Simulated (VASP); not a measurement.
# TiS2 (P-3m1) in VASP: band structure with PBE+D3(BJ)

Aim: the band structure of TiS2 with PBE+D3(BJ).

Program: VASP 6.6.1. These are calculated values, not measurements. Logs are shortened: lines on timing, memory, paths and dates and some standing lists are left out, and cuts for length are marked.

### Step 1. The structure

It takes space group P-3m1 (No. 164, trigonal). The conventional cell has a = 3.358 Å, b = 3.358 Å, c = 5.520 Å, α = 90.00°, β = 90.00°, γ = 120.00°. Around Ti (site symmetry -3m) lie 6 S at 2.41 Å. S (site symmetry 3m) is surrounded by 3 Ti at 2.41 Å.

The cell was built by a generator and needn't be a form met in nature.

### Step 2. Band structure, PBE+D3(BJ)

Input file INCAR:

```
SYSTEM = TiS2
PREC = Accurate ; ENCUT = 520
EDIFF = 1E-7 ; ISMEAR = 1
SIGMA = 0.1 ; LREAL = .FALSE.
LASPH = .TRUE. ; NELM = 80
ALGO = Normal ; ISIF = 2
LWAVE = .FALSE. ; LCHARG = .FALSE.
LMAXMIX = 4 ; GGA = PE
IVDW = 12 ; NBANDS = 19
ICORELEVEL = 1
```

Input file KPOINTS:

```
Automatic mesh
0
G
  12 12 7
  0 0 0
```

Input file POSCAR:

```
TiS2                                    
1.0
    3.3575903071      0.0000000001     -0.0000000000
   -1.6787951585      2.9077585034      0.0000000000
   -0.0000000000     -0.0000000000      5.5200020648
  Ti              S             
     1     2
Direct
     0.0000000000000000    0.0000000000000000    1.0000000000000000
     0.3333333300000021    0.6666666699999979    0.2590107770429953
     0.6666666699999979    0.3333333300000021    0.7409892229570046
```

Input file KPOINTS_OPT:

```
explicit points
96
Reciprocal
 0.0000000000  0.0000000000  0.0000000000 1
 0.0555555556  0.0000000000  0.0000000000 1
 0.1111111111  0.0000000000  0.0000000000 1
 0.1666666667  0.0000000000  0.0000000000 1
 0.2222222222  0.0000000000  0.0000000000 1
 0.2777777778  0.0000000000  0.0000000000 1
 0.3333333333  0.0000000000  0.0000000000 1
 0.3888888889  0.0000000000  0.0000000000 1
 0.4444444444  0.0000000000  0.0000000000 1
 0.5000000000  0.0000000000  0.0000000000 1
 0.5000000000  0.0000000000  0.0000000000 1
 0.4814814815  0.0370370370  0.0000000000 1
 0.4629629630  0.0740740741  0.0000000000 1
 0.4444444444  0.1111111111  0.0000000000 1
 0.4259259259  0.1481481481  0.0000000000 1
 0.4074074074  0.1851851852  0.0000000000 1
 0.3888888889  0.2222222222  0.0000000000 1
 0.3703703703  0.2592592592  0.0000000000 1
 0.3518518518  0.2962962963  0.0000000000 1
 0.3333333333  0.3333333333  0.0000000000 1
 0.3333333333  0.3333333333  0.0000000000 1
 0.2962962963  0.2962962963  0.0000000000 1
 0.2592592592  0.2592592592  0.0000000000 1
 0.2222222222  0.2222222222  0.0000000000 1
 0.1851851852  0.1851851852  0.0000000000 1
 0.1481481481  0.1481481481  0.0000000000 1
 0.1111111111  0.1111111111  0.0000000000 1
 0.0740740741  0.0740740741  0.0000000000 1
 0.0370370370  0.0370370370  0.0000000000 1
 0.0000000000  0.0000000000  0.0000000000 1
 0.0000000000  0.0000000000  0.0000000000 1
 0.0000000000  0.0000000000  0.0555555556 1
 0.0000000000  0.0000000000  0.1111111111 1
 0.0000000000  0.0000000000  0.1666666667 1
 0.0000000000  0.0000000000  0.2222222222 1
 0.0000000000  0.0000000000  0.2777777778 1
 0.0000000000  0.0000000000  0.3333333333 1
 0.0000000000  0.0000000000  0.3888888889 1
 0.0000000000  0.0000000000  0.4444444444 1
 0.0000000000  0.0000000000  0.5000000000 1
 0.0000000000  0.0000000000  0.5000000000 1
 0.0555555556  0.0000000000  0.5000000000 1
 0.1111111111  0.0000000000  0.5000000000 1
 0.1666666667  0.0000000000  0.5000000000 1
 0.2222222222  0.0000000000  0.5000000000 1
 0.2777777778  0.0000000000  0.5000000000 1
 0.3333333333  0.0000000000  0.5000000000 1
 0.3888888889  0.0000000000  0.5000000000 1
 0.4444444444  0.0000000000  0.5000000000 1
 0.5000000000  0.0000000000  0.5000000000 1
 0.5000000000  0.0000000000  0.5000000000 1
 0.4814814815  0.0370370370  0.5000000000 1
 0.4629629630  0.0740740741  0.5000000000 1
 0.4444444444  0.1111111111  0.5000000000 1
 0.4259259259  0.1481481481  0.5000000000 1
 0.4074074074  0.1851851852  0.5000000000 1
 0.3888888889  0.2222222222  0.5000000000 1
 0.3703703703  0.2592592592  0.5000000000 1
 0.3518518518  0.2962962963  0.5000000000 1
 0.3333333333  0.3333333333  0.5000000000 1
 0.3333333333  0.3333333333  0.5000000000 1
 0.2962962963  0.2962962963  0.5000000000 1
 0.2592592592  0.2592592592  0.5000000000 1
 0.2222222222  0.2222222222  0.5000000000 1
 0.1851851852  0.1851851852  0.5000000000 1
 0.1481481481  0.1481481481  0.5000000000 1
 0.1111111111  0.1111111111  0.5000000000 1
 0.0740740741  0.0740740741  0.5000000000 1
 0.0370370370  0.0370370370  0.5000000000 1
 0.0000000000  0.0000000000  0.5000000000 1
 0.5000000000  0.0000000000  0.5000000000 1
 0.5000000000  0.0000000000  0.4444444444 1
 0.5000000000  0.0000000000  0.3888888889 1
 0.5000000000  0.0000000000  0.3333333333 1
 0.5000000000  0.0000000000  0.2777777778 1
 0.5000000000  0.0000000000  0.2222222222 1
 0.5000000000  0.0000000000  0.1666666667 1
 0.5000000000  0.0000000000  0.1111111111 1
 0.5000000000  0.0000000000  0.0555555556 1
 0.5000000000  0.0000000000  0.0000000000 1
 0.3333333333  0.3333333333  0.0000000000 1
 0.3333333333  0.3333333333  0.0555555556 1
 0.3333333333  0.3333333333  0.1111111111 1
 0.3333333333  0.3333333333  0.1666666667 1
 0.3333333333  0.3333333333  0.2222222222 1
 0.3333333333  0.3333333333  0.2777777778 1
 0.3333333333  0.3333333333  0.3333333333 1
 0.3333333333  0.3333333333  0.3888888889 1
 0.3333333333  0.3333333333  0.4444444444 1
 0.3333333333  0.3333333333  0.5000000000 1
 0.0000000000  0.0000000000  0.0000000000 1
 0.0000000000  0.0000000000  0.5000000000 1
 0.3333333333  0.3333333333  0.5000000000 1
 0.3333333333  0.3333333333  0.0000000000 1
 0.5000000000  0.0000000000  0.5000000000 1
 0.5000000000  0.0000000000  0.0000000000 1
```

Potentials or basis: VASP PAW PBE potentials, release 64 (Ti_sv, S).

Command:

```
cat potpaw_PBE.64/Ti_sv/POTCAR potpaw_PBE.64/S/POTCAR > POTCAR
mpirun -np 1 vasp_std > vasp.out
```

OUTCAR:

```text
SYSTEM = TiS2
   PREC = Accurate
   ENCUT = 520
   EDIFF = 1E-7
   ISMEAR = 1
   LREAL = .FALSE.
   LASPH = .TRUE.
   NELM = 80
   ISIF = 2
   GGA = PE
   IVDW = 12
 IVDW          = 12

 ion  position               nearest neighbor table
   1  0.000  0.000  0.000-   2 2.41   3 2.41   3 2.41   2 2.41   3 2.41   2 2.41
   2  0.333  0.667  0.259-   1 2.41   1 2.41   1 2.41
   3  0.667  0.333  0.741-   1 2.41   1 2.41   1 2.41

  LATTYP: Found a hexagonal cell.
 ALAT       =     3.3575903071
 C/A-ratio  =     1.6440368121

  Lattice vectors:

 A1 = (   3.3575903071,   0.0000000001,   0.0000000000)
 A2 = (  -1.6787951585,   2.9077585034,   0.0000000000)
 A3 = (   0.0000000000,   0.0000000000,   5.5200020648)

Analysis of symmetry for initial positions (statically):
=====================================================================
 Subroutine PRICEL returns:
 Original cell was already a primitive cell.

 Routine SETGRP: Setting up the symmetry group for a
 hexagonal supercell.

 Subroutine GETGRP returns: Found 12 space group operations
 (whereof 12 operations were pure point group operations)
 out of a pool of 24 trial point group operations.

The static configuration has the point symmetry D_3d.

Analysis of symmetry for dynamics (positions and initial velocities):
=====================================================================
 Subroutine PRICEL returns:
 Original cell was already a primitive cell.

 Routine SETGRP: Setting up the symmetry group for a
 hexagonal supercell.

 Subroutine GETGRP returns: Found 12 space group operations
 (whereof 12 operations were pure point group operations)
 out of a pool of 24 trial point group operations.

The dynamic configuration has the point symmetry D_3d.

 Subroutine INISYM returns: Found 12 space group operations
 (whereof 12 operations are pure point group operations),
 and found     1 'primitive' translations

----------------------------------------------------------------------------------------

                                     Primitive cell

  volume of cell :      53.8921

  direct lattice vectors                    reciprocal lattice vectors
     3.357590307  0.000000000  0.000000000     0.297832644  0.171953758  0.000000000
    -1.678795159  2.907758503  0.000000000    -0.000000000  0.343907515  0.000000000
     0.000000000  0.000000000  5.520002065     0.000000000  0.000000000  0.181159353

  length of vectors
     3.357590307  3.357590311  5.520002065     0.343907515  0.343907515  0.181159353

  position of ions in fractional coordinates (direct lattice)
     0.000000000  0.000000000  0.000000000
     0.333333330  0.666666670  0.259010777
     0.666666670  0.333333330  0.740989223

  ion indices of the primitive-cell ions
   primitive index   ion index
                 1           1
                 2           2
                 3           3

----------------------------------------------------------------------------------------

 KPOINTS: Automatic mesh

Automatic generation of k-mesh.
 Grid dimensions read from file:
 generate k-points for:   12   12    7

 Generating k-lattice:

  Cartesian coordinates                     Fractional coordinates (reciprocal lattice)
     0.024819387  0.014329480  0.000000000     0.083333333  0.000000000  0.000000000
    -0.000000000  0.028658960  0.000000000     0.000000000  0.083333333  0.000000000
     0.000000000  0.000000000  0.025879908     0.000000000  0.000000000  0.142857143

  Length of vectors
     0.028658960  0.028658960  0.025879908

  Shift w.r.t. Gamma in fractional coordinates (k-lattice)
     0.000000000  0.000000000  0.000000000

 Subroutine IBZKPT returns following result:
 ===========================================

 Found    112 irreducible k-points:

 Following reciprocal coordinates:
            Coordinates               Weight
  0.000000  0.000000  0.000000      1.000000
  0.083333  0.000000  0.000000      6.000000
  0.166667  0.000000  0.000000      6.000000
  0.250000  0.000000  0.000000      6.000000
  0.333333  0.000000  0.000000      6.000000
  0.416667  0.000000  0.000000      6.000000
[... 16 lines left out ...]
  0.166667  0.000000  0.142857      6.000000
  0.000000  0.166667  0.142857      6.000000
 [... further k-points ...]
   k-points           NKPTS =    112   k-points in BZ     NKDIM =    112   number of bands    NBANDS=     19
   number of dos      NEDOS =    301   number of ions     NIONS =      3
   total plane-waves  NPLWV =  32928
   dimension x,y,z NGX =    28 NGY =   28 NGZ =   42
   dimension x,y,z NGXF=    56 NGYF=   56 NGZF=   84
   ions per type =               1   2
   NGX,Y,Z   is equivalent  to a cutoff of  13.86, 13.86, 12.65 a.u.
   NGXF,Y,Z  is equivalent  to a cutoff of  27.73, 27.73, 25.30 a.u.
 SYSTEM =  TiS2
   PREC   = accura    normal or accurate (medium, high low for compatibility)
   ISTART =      0    job   : 0-new  1-cont  2-samecut
   ICHARG =      2    charge: 1-file 2-atom 10-const
   ISPIN  =      1    spin polarized calculation?
   LNONCOLLINEAR =      F non collinear calculations
   LSORBIT =      F    spin-orbit coupling
   LASPH  =      T    aspherical Exc in radial PAW
   ENCUT  =  520.0 eV  38.22 Ry    6.18 a.u.   6.24  6.24 10.26*2*pi/ulx,y,z
   NELM   =     80;   NELMIN=  2; NELMDL= -5     # of ELM steps
   EDIFF  = 0.1E-06   stopping-criterion for ELM
   LREAL  =      F    real-space projection
   EDIFFG = 0.1E-05   stopping-criterion for IOM
   NSW    =      0    number of steps for IOM
   IBRION =     -1    ionic relax: 0-MD 1-quasi-New 2-CG
   NFREE  =      0    steps in history (QN), initial steepest desc. (CG)
   ISIF   =      2    stress and relaxation
   ISYM   =      2    0-nonsym 1-usesym 2-fastsym
   POTIM  = 0.5000    time-step for ionic-motion
   TEBEG  =    0.0;   TEEND  =   0.0 temperature during run
   PSTRESS=    0.0 pullay stress
   NELECT =      24.0000    total number of electrons
   NUPDOWN=      -1.0000    fix difference up-down
   EMIN   =  10.00;   EMAX   =-10.00  energy-range for DOS
   EFERMI =   0.00;   METHOD = LEGACY
   ISMEAR =     1;   SIGMA  =   0.10  broadening in eV -4-tet -1-fermi 0-gaus
   EFERMI_NEDOS =   21; number of points for ismear=-14 and -15
   IALGO  =     38    algorithm
   IMIX   =      4    mixing-type and parameters
     AMIX     =   0.40;   BMIX     =  1.00
     AMIX_MAG =   1.60;   BMIX_MAG =  1.00
  volume/ion in A,a.u.               =      17.96       121.23
  Fermi-wavevector in a.u.,A,eV,Ry     =   1.250173  2.362485 21.264992  1.562933
  Thomas-Fermi vector in A             =   2.384180
   LORBIT       =      0    0 simple, 1 ext, 2 COOP (PROOUT), +10 PAW based schemes
   GGA     = PE    functional components
   LHFCALC =     F    Hartree Fock is set to
   AEXX    =    0.0000 exact exchange contribution
   IVDW    =    12    specifies the selected vdW correction
   LEPSILON=     F    determine dielectric tensor
   LRPA    =     F    only Hartree local field effects (RPA)
 non-spin polarized calculation
 Methfessel and Paxton  Order N= 1 SIGMA  =   0.10
  energy-cutoff  :      520.00
  volume of cell :       53.89
 maximum number of plane-waves:      1472
 NGX is ok and might be reduce to    28
   NGX = 13   NGY = 13   NGZ = 21

 number of electron      23.9999997 magnetization

 Free energy of the ion-electron system (eV)
  ---------------------------------------------------
  ext. energy  EPLUGINS =         0.00000000
  ---------------------------------------------------
  free energy    TOTEN  =       -19.87468330 eV

  energy without entropy =      -19.87500790  energy(sigma->0) =      -19.87479150

 the core state eigenenergies are
   1-  1s  -4857.3740  2s   -526.1232  2p   -433.4014
   2-  1s  -2392.8899  2s   -199.0242  2p   -143.7915
   3-  1s  -2392.8899  2s   -199.0242  2p   -143.7915

 E-fermi :   6.1740     XC(G=0): -10.4484

 val. band max:        6.1732159205   @ k =   0.0000   0.0000   0.2857
 cond. band min:       6.2280013926   @ k =   0.4167   0.0000   0.4286
 fundamental gap:      0.0547854721
 Fermi energy:         6.1740268528

 k-point     1 :       0.0000    0.0000    0.0000
  band No.  band energies     occupation
      1     -51.3750      2.00000
      2     -27.6095      2.00000
      3     -27.5585      2.00000
      4     -27.5585      2.00000
      5      -7.8686      2.00000
      6      -5.9605      2.00000
[... 11 lines left out ...]
     18      12.2469      0.00000
     19      13.4788      0.00000
[... 244 lines left out ...]
  band No.  band energies     occupation
      1     -51.3657      2.00000
      2     -27.6470      2.00000
      3     -27.5916      2.00000
      4     -27.5863      2.00000
      5      -6.9345      2.00000
      6      -5.8009      2.00000
[... 11 lines left out ...]
     18      14.8273      0.00000
     19      15.1165      0.00000

 k-point    14 :       0.2500    0.1667    0.0000
  band No.  band energies     occupation

------------------------ aborting loop because EDIFF is reached ----------------------------------------

 Edisp (eV)   -1.23177

 E8    (eV) :    -0.4994

  FORCE on cell =-STRESS in cart. coord.  units (eV):
  Direction    XX          YY          ZZ          XY          YZ          ZX
  --------------------------------------------------------------------------------------
  -------------------------------------------------------------------------------------
  Total      -0.00486    -0.00486    -0.00108     0.00000     0.00000     0.00000
  in kB      -0.14436    -0.14436    -0.03203     0.00000     0.00000     0.00000
  external pressure =       -0.11 kB  Pullay stress =        0.00 kB

 VOLUME and BASIS-vectors are now :
 -----------------------------------------------------------------------------
  energy-cutoff  :      520.00
  volume of cell :       53.89
      direct lattice vectors                 reciprocal lattice vectors
     3.357590307  0.000000000  0.000000000     0.297832644  0.171953758  0.000000000
    -1.678795159  2.907758503  0.000000000    -0.000000000  0.343907515  0.000000000
     0.000000000  0.000000000  5.520002065     0.000000000  0.000000000  0.181159353

 POSITION                                       TOTAL-FORCE (eV/Angst)
 -----------------------------------------------------------------------------------
      0.00000      0.00000      0.00000         0.000000      0.000000      0.000000
     -0.00000      1.93851      1.42974        -0.000000      0.000000     -0.000945
      1.67880      0.96925      4.09026        -0.000000      0.000000      0.000945
 -----------------------------------------------------------------------------------
    total drift:                                0.000000     -0.000000     -0.000000

  FREE ENERGIE OF THE ION-ELECTRON SYSTEM (eV)
  ---------------------------------------------------
  free  energy   TOTEN  =       -21.1064539622 eV

  energy  without entropy=      -21.1067785575  energy(sigma->0) =      -21.10656216
```

Wall time 2.7 min (1 thread of Intel Xeon Platinum 8375C at 2.90GHz (Ice Lake), shared host); peak memory 0.3 GiB.

What came out:

```yaml
Free_energy: -21.1065 eV
Pressure: 0.0 GPa
Band_gap_along_the_path: none (metal or under the smearing width)
Dispersion_energy_per_atom: -0.411 eV
```

Levels at the corners of the path, in eV from the Fermi level:
```tsv
point	band 8	band 9	band 10	band 11	band 12	band 13	band 14	band 15	band 16	band 17
Γ	-2.78	-2.78	0.16	0.16	0.16	0.54	0.54	0.87	3.46	3.46
M	-3.79	-3.05	-2.91	-2.64	-1.65	0.18	1.65	2.10	3.77	4.02
M	-3.79	-3.05	-2.91	-2.64	-1.65	0.18	1.65	2.10	3.77	4.02
K	-4.28	-4.28	-2.78	-2.78	-2.36	1.29	1.92	1.92	3.04	3.04
K	-4.28	-4.28	-2.78	-2.78	-2.36	1.29	1.92	1.92	3.04	3.04
Γ	-2.78	-2.78	0.16	0.16	0.16	0.54	0.54	0.87	3.46	3.46
Γ	-2.78	-2.78	0.16	0.16	0.16	0.54	0.54	0.87	3.46	3.46
A	-2.73	-2.71	-2.71	-0.10	-0.10	0.52	0.52	1.58	3.90	3.90
A	-2.73	-2.71	-2.71	-0.10	-0.10	0.52	0.52	1.58	3.90	3.90
L	-4.80	-2.94	-2.90	-1.18	-1.16	-0.14	1.65	2.07	3.36	4.51
L	-4.80	-2.94	-2.90	-1.18	-1.16	-0.14	1.65	2.07	3.36	4.51
H	-4.62	-3.87	-3.30	-2.25	-2.25	1.31	1.49	1.49	3.88	3.88
H	-4.62	-3.87	-3.30	-2.25	-2.25	1.31	1.49	1.49	3.88	3.88
A	-2.73	-2.71	-2.71	-0.10	-0.10	0.52	0.52	1.58	3.90	3.90
L	-4.80	-2.94	-2.90	-1.18	-1.16	-0.14	1.65	2.07	3.36	4.51
M	-3.79	-3.05	-2.91	-2.64	-1.65	0.18	1.65	2.10	3.77	4.02
K	-4.28	-4.28	-2.78	-2.78	-2.36	1.29	1.92	1.92	3.04	3.04
H	-4.62	-3.87	-3.30	-2.25	-2.25	1.31	1.49	1.49	3.88	3.88
```

Core levels (eV, on the scale of the bands):
| atom | levels |
| --- | --- |
| 1 Ti | 1s -4857.4, 2s -526.1, 2p -433.4 |
| 2 S | 1s -2392.9, 2s -199.0, 2p -143.8 |
| 3 S | 1s -2392.9, 2s -199.0, 2p -143.8 |

Caveat: pairwise dispersion overbinds metals, which lowers pressure and volume.
